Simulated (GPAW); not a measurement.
# Ge (Fd-3m) in GPAW: convergence with k mesh

Aim: find how far k mesh must go before the results for Ge settle, at r2SCAN. This setting moves, with any that are tied to it; all else stays.

Program: GPAW 26.7.0. These are calculated values, not measurements. Logs are shortened: lines on timing, memory, paths and dates and some standing lists are left out, and cuts for length are marked. The log counts tension as positive stress, the text compression.

## 1. The crystal as given

It takes space group Fd-3m (No. 227, cubic). The conventional cell has a = 5.658 Å, b = 5.658 Å, c = 5.658 Å, α = 90.00°, β = 90.00°, γ = 90.00°. Around Ge (site symmetry -43m) lie 4 Ge at 2.45 Å.

## 2. With k mesh 2 × 2 × 2

The input, run.py:

```python
import numpy as np
import spglib
from ase import Atoms
from ase.dft.bandgap import bandgap
from ase.io import read, write
from ase.units import Ha
from gpaw import GPAW, PW
from gpaw.hybrids.energy import non_self_consistent_energy
from gpaw.new.pw.nschse import non_self_consistent_matrix_elements

atoms = read('Ge.cif')
cell, positions, numbers = spglib.find_primitive(
    (atoms.cell[:], atoms.get_scaled_positions(), atoms.numbers), symprec=1e-4)
atoms = Atoms(numbers, cell=cell, scaled_positions=positions, pbc=True)

calc = GPAW(mode=PW(500),
            xc='MGGA_X_R2SCAN+MGGA_C_R2SCAN',
            kpts={'size': (2, 2, 2), 'gamma': True},
            occupations={'name': 'fermi-dirac', 'width': 0.001},
            nbands=11,
            convergence={'density': 1e-06, 'bands': 9},
            maxiter=150,
            txt='gpaw.txt')
atoms.calc = calc
energy = atoms.get_potential_energy()
calc.write('gs.gpw')
write('result.traj', atoms)
print(f'Energy: {energy:.6f} eV')
print('Fermi level:', round(calc.get_fermi_level(), 4), 'eV')
print(f'Gap: {bandgap(calc)[0]:.4f} eV, direct: {bandgap(calc, direct=True)[0]:.4f} eV')

calc.write('wfs.gpw', mode='all')
eps = calc.eigenvalues()
free = calc.get_potential_energy(force_consistent=True)
semilocal_x = free + calc.get_xc_difference('MGGA_X_R2SCAN')  # without correlation
exact_x = non_self_consistent_energy(calc, 'EXX').sum()
h_x = non_self_consistent_matrix_elements(GPAW('wfs.gpw').dft, 'MGGA_X_R2SCAN')
h_exx = non_self_consistent_matrix_elements(GPAW('wfs.gpw').dft, 'EXX')
shift = np.einsum('sknn->skn', h_exx - h_x).real * Ha
np.savetxt('shift.dat', shift[..., :9].reshape((-1, 9)), fmt='%.4f')
occupied = eps < calc.get_fermi_level()
for name, a in {'r2SCAN0': 0.25, 'r2SCANh': 0.1, 'r2SCAN50': 0.5}.items():
    levels = (eps + a * shift)[..., :9]
    gap = levels[~occupied[..., :9]].min() - levels[occupied[..., :9]].max()
    print(f'{name}: share {a}, energy {free + a * (exact_x - semilocal_x):.6f} eV, gap {gap:.4f} eV')
```

The input, Ge.cif:

```cif
data_Ge
_cell_length_a 5.65782000
_cell_length_b 5.65782000
_cell_length_c 5.65782000
_cell_angle_alpha 90.00000000
_cell_angle_beta 90.00000000
_cell_angle_gamma 90.00000000
_space_group_name_H-M_alt 'Fd-3m'
_space_group_name_Hall 'F 4d 2 3 -1d'
_space_group_IT_number 227
loop_
_space_group_symop_operation_xyz
'x,y,z'
'-y+1/4,x+1/4,z+1/4'
'-x,-y+1/2,z+1/2'
'y+3/4,-x+1/4,z+3/4'
'x,-y,-z'
'-y+1/4,-x+3/4,-z+3/4'
'-x,y+1/2,-z+1/2'
'y+3/4,x+3/4,-z+1/4'
'z,x,y'
'z+1/4,-y+1/4,x+1/4'
'z+1/2,-x,-y+1/2'
'z+3/4,y+3/4,-x+1/4'
'-z,x,-y'
'-z+3/4,-y+1/4,-x+3/4'
'-z+1/2,-x,y+1/2'
'-z+1/4,y+3/4,x+3/4'
'y,z,x'
'x+1/4,z+1/4,-y+1/4'
'-y+1/2,z+1/2,-x'
'-x+1/4,z+3/4,y+3/4'
'-y,-z,x'
'-x+3/4,-z+3/4,-y+1/4'
'y+1/2,-z+1/2,-x'
'x+3/4,-z+1/4,y+3/4'
'-x+1/4,-y+1/4,-z+1/4'
'y,-x,-z'
'x+1/4,y+3/4,-z+3/4'
'-y+1/2,x,-z+1/2'
'-x+1/4,y+1/4,z+1/4'
'y,x+1/2,z+1/2'
'x+1/4,-y+3/4,z+3/4'
'-y+1/2,-x+1/2,z'
'-z+1/4,-x+1/4,-y+1/4'
'-z,y,-x'
'-z+3/4,x+1/4,y+3/4'
'-z+1/2,-y+1/2,x'
'z+1/4,-x+1/4,y+1/4'
'z+1/2,y,x+1/2'
'z+3/4,x+1/4,-y+3/4'
'z,-y+1/2,-x+1/2'
'-y+1/4,-z+1/4,-x+1/4'
[... 89 lines left out ...]
'-z+1/4,x+1/4,y+1/4'
'-z,-y+1/2,x+1/2'
'z+3/4,-x+1/4,y+3/4'
'z,y,x'
'z+1/4,x+1/4,-y+1/4'
'z+1/2,-y+1/2,-x'
'-y+3/4,-z+1/4,-x+3/4'
'-x+1/2,-z,y+1/2'
'y+1/4,-z+3/4,x+3/4'
'x+1/2,-z+1/2,-y'
'y+3/4,z+1/4,-x+3/4'
'x,z+1/2,y+1/2'
'-y+1/4,z+3/4,x+3/4'
'-x,z,-y'
'x+1/2,y+1/2,z'
'-y+3/4,x+3/4,z+1/4'
'-x+1/2,-y,z+1/2'
'y+1/4,-x+3/4,z+3/4'
'x+1/2,-y+1/2,-z'
'-y+3/4,-x+1/4,-z+3/4'
'-x+1/2,y,-z+1/2'
'y+1/4,x+1/4,-z+1/4'
'z+1/2,x+1/2,y'
'z+3/4,-y+3/4,x+1/4'
'z,-x+1/2,-y+1/2'
'z+1/4,y+1/4,-x+1/4'
'-z+1/2,x+1/2,-y'
'-z+1/4,-y+3/4,-x+3/4'
'-z,-x+1/2,y+1/2'
'-z+3/4,y+1/4,x+3/4'
'y+1/2,z+1/2,x'
'x+3/4,z+3/4,-y+1/4'
'-y,z,-x'
'-x+3/4,z+1/4,y+3/4'
'-y+1/2,-z+1/2,x'
'-x+1/4,-z+1/4,-y+1/4'
'y,-z,-x'
'x+1/4,-z+3/4,y+3/4'
'-x+3/4,-y+3/4,-z+1/4'
'y+1/2,-x+1/2,-z'
'x+3/4,y+1/4,-z+3/4'
'-y,x+1/2,-z+1/2'
'-x+3/4,y+3/4,z+1/4'
'y+1/2,x,z+1/2'
'x+3/4,-y+1/4,z+3/4'
'-y,-x,z'
'-z+3/4,-x+3/4,-y+1/4'
'-z+1/2,y+1/2,-x'
'-z+1/4,x+3/4,y+3/4'
'-z,-y,x'
'z+3/4,-x+3/4,y+1/4'
'z,y+1/2,x+1/2'
'z+1/4,x+3/4,-y+3/4'
'z+1/2,-y,-x+1/2'
'-y+3/4,-z+3/4,-x+1/4'
'-x+1/2,-z+1/2,y'
'y+1/4,-z+1/4,x+1/4'
'x+1/2,-z,-y+1/2'
'y+3/4,z+3/4,-x+1/4'
'x,z,y'
'-y+1/4,z+1/4,x+1/4'
'-x,z+1/2,-y+1/2'
loop_
_atom_site_label
_atom_site_type_symbol
_atom_site_symmetry_multiplicity
_atom_site_Wyckoff_symbol
_atom_site_fract_x
_atom_site_fract_y
_atom_site_fract_z
_atom_site_occupancy
Ge1 Ge 8 a 0.2500000000 0.2500000000 0.2500000000 1
```

Potentials or basis: GPAW PAW data sets (gpaw-data 1.2.1), pw.

The run is started by

```console
OMP_NUM_THREADS=1 python run.py
```

gpaw.txt:

```text
__  _  _
 | _ |_)|_||  |
 |__||  | ||/\| - 26.7.0

Input parameters:
  mode=PW(ecut=500.0),
  convergence={'density': 1e-06, 'bands': 9},
  kpts=MonkhorstPack(size=(2, 2, 2), gamma=True),
  maxiter=150,
  nbands=11,
  occupations=Occupations(name='fermi-dirac', width=0.001),
  xc=XC(name='MGGA_X_R2SCAN+MGGA_C_R2SCAN')

Diagonalizing LCAO Hamiltonian
Converting LCAO to pw mode

           Ge

       Ge

Atoms  # Å, Bohr magnetons
|   | symbol |        x |        y |        z |    initial magnetic moments |
|---|--------|----------|----------|----------|-----------------------------|
| 0 |     Ge | 1.414455 | 1.414455 | 1.414455 | ( 0.0000,  0.0000,  0.0000) |
| 1 |     Ge | 0.000000 | 0.000000 | 0.000000 | ( 0.0000,  0.0000,  0.0000) |

Unit cell  # Å
| periodic |        x |        y |        z |  lengths |    angles |
|----------|----------|----------|----------|----------|-----------|
|      yes | 0.000000 | 2.828910 | 2.828910 | 4.000683 | 60.000000 |
|      yes | 2.828910 | 0.000000 | 2.828910 | 4.000683 | 60.000000 |
|      yes | 2.828910 | 2.828910 | 0.000000 | 4.000683 | 60.000000 |

Number of symmetries: 24
Symmetry operations  # r_c * U_cc + t_c -> r_c
|    | kind |            matrix            |
|----|------|------------------------------|
|  0 |  E   |  1, 0, 0,  0, 1, 0,  0, 0, 1 |
|  1 |  σ   |  1, 0, 0,  0, 0, 1,  0, 1, 0 |
|  2 |  σ   |  1, 0,-1,  0, 1,-1,  0, 0,-1 |
|  3 |  C3  |  1, 0,-1,  0, 0,-1,  0, 1,-1 |
|  4 |  C3  |  1,-1, 0,  0,-1, 1,  0,-1, 0 |
|  5 |  σ   |  1,-1, 0,  0,-1, 0,  0,-1, 1 |
|  6 |  σ   |  0, 1, 0,  1, 0, 0,  0, 0, 1 |
|  7 |  C3  |  0, 1, 0,  0, 0, 1,  1, 0, 0 |
|  8 |  C2  |  0, 1,-1,  1, 0,-1,  0, 0,-1 |
|  9 |  S4  |  0, 1,-1,  0, 0,-1,  1, 0,-1 |
| 10 |  C3  |  0, 0, 1,  1, 0, 0,  0, 1, 0 |
| 11 |  σ   |  0, 0, 1,  0, 1, 0,  1, 0, 0 |
| 12 |  S4  |  0, 0,-1,  1, 0,-1,  0, 1,-1 |
| 13 |  C3  |  0, 0,-1,  0, 1,-1,  1, 0,-1 |
| 14 |  S4  |  0,-1, 1,  1,-1, 0,  0,-1, 0 |
| 15 |  C2  |  0,-1, 1,  0,-1, 0,  1,-1, 0 |
| 16 |  C3  |  0,-1, 0,  1,-1, 0,  0,-1, 1 |
| 17 |  S4  |  0,-1, 0,  0,-1, 1,  1,-1, 0 |
| 18 |  S4  | -1, 1, 0, -1, 0, 1, -1, 0, 0 |
| 19 |  C3  | -1, 1, 0, -1, 0, 0, -1, 0, 1 |
| 20 |  C3  | -1, 0, 1, -1, 1, 0, -1, 0, 0 |
| 21 |  S4  | -1, 0, 1, -1, 0, 0, -1, 1, 0 |
| 22 |  σ   | -1, 0, 0, -1, 1, 0, -1, 0, 1 |
| 23 |  C2  | -1, 0, 0, -1, 0, 1, -1, 1, 0 |

BZ-sampling:
  Number of BZ points: 8
  Number of IBZ points: 3

  Monkhorst-Pack size: [2, 2, 2]
  Monkhorst-Pack shift: [0.25, 0.25, 0.25]

K-points  # in reciprocal-cell coordinates
|   |                                coordinates |     weight |
|---|--------------------------------------------|------------|
| 0 | (  0.00000000,   0.00000000,   0.00000000) | 0.12500000 |
| 1 | (  0.50000000,   0.50000000,   0.00000000) | 0.37500000 |
| 2 | (  0.50000000,   0.50000000,   0.50000000) | 0.50000000 |

Plane wave coefficients: 1162
Cutoff: 500.0 eV

Spin-components: 1 (collinear spins)
Bands:           11
Projectors:      10
Spin-degeneracy: 2
Datatype:        complex128

Density:
  Valence electrons: 8.0
  Components: 1
  Grid points: [21 21 21]
  Charge: 0.0  # |e|

Potential:
  Grid points: [21 21 21]

species:
  Ge:
    name:    Germanium
    Z:       32.0
    valence: 4
    core:    28
    charge:  0.0  # [|e|]
    compensation charges:
      type: gauss
      rc: 0.32  # [Å]
      lmax: 2
    cutoffs:
      filter: 1.77  # [Å]
      core: 3.42  # [Å]
    projectors
    | kind |    occ | energy [eV] | rcut [Å] |
    |------|--------|-------------|----------|
    |   4s |  2.000 |     -11.726 |    1.005 |
    |   4p |  2.000 |      -3.896 |    1.005 |
    |    s |        |      15.485 |    1.005 |
    |    p |        |      23.315 |    1.005 |
    |    d |        |       0.000 |    1.005 |

    Using partial waves for Ge as LCAO basis

Reference energy: -114195.275705  # eV

eigensolver:
  PPCG
  Converge bands: 9
  niter=2

density mixing:
  MSR1-Mixer
  Pratt-step length: 0.05
  Maximum mixing coefficient: 0.75
  Old densities: 10
  SVD Regularization: 0.005
  Good broyden scale: 1.0
  Trust region scale: 1.0
  Backstep threshold: 4.0
  History deletion threshold: 6.0
  Fourier metric: weight=20.0, sigma=0.015

occupation numbers:
  Fermi-Dirac:
    width: 0.0010  # eV

poisson solver:
  ecut: 4000.0  # eV

xc functional:
  name: MGGA_X_R2SCAN+MGGA_C_R2SCAN with 2 nearest neighbor stencil

convergence criteria:
- Maximum integral of absolute [dens]ity change: 1e-06 electrons / valence electron
- Maximum [total energy] change in last 3 cyles: 0.0005 eV / valence electron
- Maximum integral of absolute [eigenst]ate change: 4e-08 eV^2 / valence electron
maximum number of iterations: 150

SCF iterations
|iter     | |      energy | eigst |  dens |
|---------|-|-------------|-------|-------|
|iter:   1| |  -22.809967 | +1.20 |       |
|iter:   2| |  -22.023651 | -0.51 | -0.80 |
|iter:   3| |-8730224.466872 | +6.78 | -0.75 |
|iter:   4| |  -18.600145 | +2.68 | +2.82 |
|iter:   5| |  -22.049943 | +1.01 | -0.83 |
|iter:   6| |  -22.042815 | -1.12 | -1.33 |
|iter:   7| |  -22.034047 | -2.69 | -1.48 |
|iter:   8| |  -22.028579 | -2.67 | -1.68 |
|iter:   9| |  -22.028965 | -4.07 | -1.95 |
|iter:  10| |  -22.028653c| -4.00 | -2.03 |
|iter:  11| |  -22.028624c| -5.29 | -2.47 |
|iter:  12| |  -22.028588c| -5.08 | -2.60 |
|iter:  13| |  -22.028584c| -5.98 | -3.12 |
|iter:  14| |  -22.028584c| -6.98 | -3.77 |
|iter:  15| |  -22.028584c| -7.93c| -5.61 |
|iter:  16| |  -22.028584c| -8.06c| -5.96 |
|iter:  17| |  -22.028584c| -8.70c| -6.48c|

Converged in 17 steps
Energy contributions relative to reference atoms: (reference = -114195.275705)

Energy contributions:
  Kinetic:          26.115283
  Coulomb:         -19.305863
  Zero:             -0.051822
  External:          0.000000
  Xc:              -28.786183
  Entropy:          -0.000000
  Spinorbit:         0.000000
  ----------------------------
  Free energy:     -22.028584
  Extrapolated:    -22.028584

dipole moment: (-21.344620, -21.344620, -21.344620)  # |e|*Ang

Fermi level: 6.221
Eigenvalues  # (at kpt = [0.000, 0.000, 0.000])
| band index |      eig [eV] | occ [0-2] |
|------------|---------------|-----------|
|          0 |        -7.260 |     2.000 |
|          1 |         6.003 |     2.000 |
|          2 |         6.003 |     2.000 |
|          3 |         6.003 |     2.000 |
|          4 |         6.528 |     0.000 |
|          5 |         8.686 |     0.000 |
|          6 |         8.686 |     0.000 |
|          7 |         8.686 |     0.000 |
|          8 |        12.913 |     0.000 |
|          9 |        15.701 |     0.000 |
|         10 |        15.701 |     0.000 |

Gap: 0.449 eV
Transition (v -> c):
  (s=0, k=0, n=3, [0.00, 0.00, 0.00]) -> (s=0, k=2, n=4, [0.50, 0.50, 0.50])
Direct/indirect transitions are different
Direct gap: 0.526 eV
Transition at: (s=0, k=0, n=3, [0.00, 0.00, 0.00])
# Writing to gs.gpw (mode='')

# Writing to wfs.gpw (mode='all')
```

It took 11 s on 1 thread of Arm Neoverse V1, shared host; peak memory 0.22 GiB.

Results:

```
Free energy            : -22.0286 eV
Band gap on the k mesh : 0.45 eV, indirect (least direct gap 0.53 eV)
```

## 3. With k mesh 3 × 3 × 3

run.py, as its differences from that of step 2:

```diff
@@ -17,3 +17,3 @@
             xc='MGGA_X_R2SCAN+MGGA_C_R2SCAN',
-            kpts={'size': (2, 2, 2), 'gamma': True},
+            kpts={'size': (3, 3, 3), 'gamma': True},
             occupations={'name': 'fermi-dirac', 'width': 0.001},
```

Ge.cif is that of step 2.

Potentials or basis: GPAW PAW data sets (gpaw-data 1.2.1), pw.

The run is started by

```console
OMP_NUM_THREADS=1 python run.py
```

Run time: 15 s. Hardware: 1 thread of Arm Neoverse V1, shared host; peak memory 0.22 GiB.

Results (log left out):

```
Free energy            : -24.2298 eV
Band gap on the k mesh : 0.48 eV, direct
```

## 4. With k mesh 4 × 4 × 4

run.py, as its differences from that of step 3:

```diff
@@ -17,3 +17,3 @@
             xc='MGGA_X_R2SCAN+MGGA_C_R2SCAN',
-            kpts={'size': (3, 3, 3), 'gamma': True},
+            kpts={'size': (4, 4, 4), 'gamma': True},
             occupations={'name': 'fermi-dirac', 'width': 0.001},
```

Ge.cif is that of step 3.

The run is started by

```console
OMP_NUM_THREADS=1 python run.py
```

It took 43 s on 1 thread of Arm Neoverse V1, shared host; peak memory 0.22 GiB.

It converged, with:

```
Free energy            : -24.7346 eV
Band gap on the k mesh : 0.47 eV, indirect (least direct gap 0.47 eV)
```

## 5. With k mesh 5 × 5 × 5

run.py, as its differences from that of step 4:

```diff
@@ -17,3 +17,3 @@
             xc='MGGA_X_R2SCAN+MGGA_C_R2SCAN',
-            kpts={'size': (4, 4, 4), 'gamma': True},
+            kpts={'size': (5, 5, 5), 'gamma': True},
             occupations={'name': 'fermi-dirac', 'width': 0.001},
```

Ge.cif is that of step 4.

The run is started by

```console
OMP_NUM_THREADS=1 python run.py
```

Wall time 90 s (1 thread of Arm Neoverse V1, shared host); peak memory 0.26 GiB.

The run converged. Its results:

- Free energy: -24.8865 eV
- Band gap on the k mesh: 0.47 eV, direct

## 6. With k mesh 6 × 6 × 6

run.py, as its differences from that of step 5:

```diff
@@ -17,3 +17,3 @@
             xc='MGGA_X_R2SCAN+MGGA_C_R2SCAN',
-            kpts={'size': (5, 5, 5), 'gamma': True},
+            kpts={'size': (6, 6, 6), 'gamma': True},
             occupations={'name': 'fermi-dirac', 'width': 0.001},
```

Ge.cif is that of step 5.

Potentials or basis: GPAW PAW data sets (gpaw-data 1.2.1), pw.

The run is started by

```console
OMP_NUM_THREADS=1 python run.py
```

It took 3.8 min on 1 thread of Arm Neoverse V1, shared host; peak memory 0.33 GiB.

It converged, with:

```
Free energy            : -24.9401 eV
Band gap on the k mesh : 0.46 eV, direct
```

## 7. With k mesh 7 × 7 × 7

run.py, as its differences from that of step 6:

```diff
@@ -17,3 +17,3 @@
             xc='MGGA_X_R2SCAN+MGGA_C_R2SCAN',
-            kpts={'size': (6, 6, 6), 'gamma': True},
+            kpts={'size': (7, 7, 7), 'gamma': True},
             occupations={'name': 'fermi-dirac', 'width': 0.001},
```

Ge.cif is that of step 6.

The run is started by

```console
OMP_NUM_THREADS=1 python run.py
```

It took 7.2 min on 1 thread of Arm Neoverse V1, shared host; peak memory 0.42 GiB.

It converged, with:

```yaml
Free_energy: -24.9613 eV
Band_gap_on_the_k_mesh: 0.46 eV, direct
```

## 8. With k mesh 8 × 8 × 8

run.py, as its differences from that of step 7:

```diff
@@ -17,3 +17,3 @@
             xc='MGGA_X_R2SCAN+MGGA_C_R2SCAN',
-            kpts={'size': (7, 7, 7), 'gamma': True},
+            kpts={'size': (8, 8, 8), 'gamma': True},
             occupations={'name': 'fermi-dirac', 'width': 0.001},
```

Ge.cif is that of step 7.

The run is started by

```console
OMP_NUM_THREADS=1 python run.py
```

Wall time 15 min (1 thread of Arm Neoverse V1, shared host); peak memory 0.55 GiB.

It converged, with:

| Quantity | Value |
| --- | --- |
| Free energy | -24.9706 eV |
| Band gap on the k mesh | 0.46 eV, direct |

## 9. The series at a glance

```tsv
k mesh	energy less the tightest run, at zero smearing (meV/atom)	gap on the mesh (eV)	SCF cycles	CPU time (s)	peak memory (GiB)
2 × 2 × 2	1470.98	0.449	17	11	0.22
3 × 3 × 3	370.39	0.484	12	15	0.22
4 × 4 × 4	117.98	0.466	11	43	0.22
5 × 5 × 5	42.02	0.466	11	90	0.26
6 × 6 × 6	15.23	0.464	11	230	0.33
7 × 7 × 7	4.62	0.463	11	430	0.42
8 × 8 × 8	0.00	0.462	11	900	0.55
```

Against the tightest run, the gap on the mesh stays within 0.01 eV from 4 × 4 × 4 on. Not settled before the last step: the energy (to 1 meV/atom). Meshes of other sizes hit other points, so gaps and Fermi surfaces needn't settle smoothly. The tightest run that finished is the yardstick and may itself not be fully converged.

Caveats: energy and the plain gap are those of the semilocal run; the hybrids' values are one shot on its orbitals and mesh.
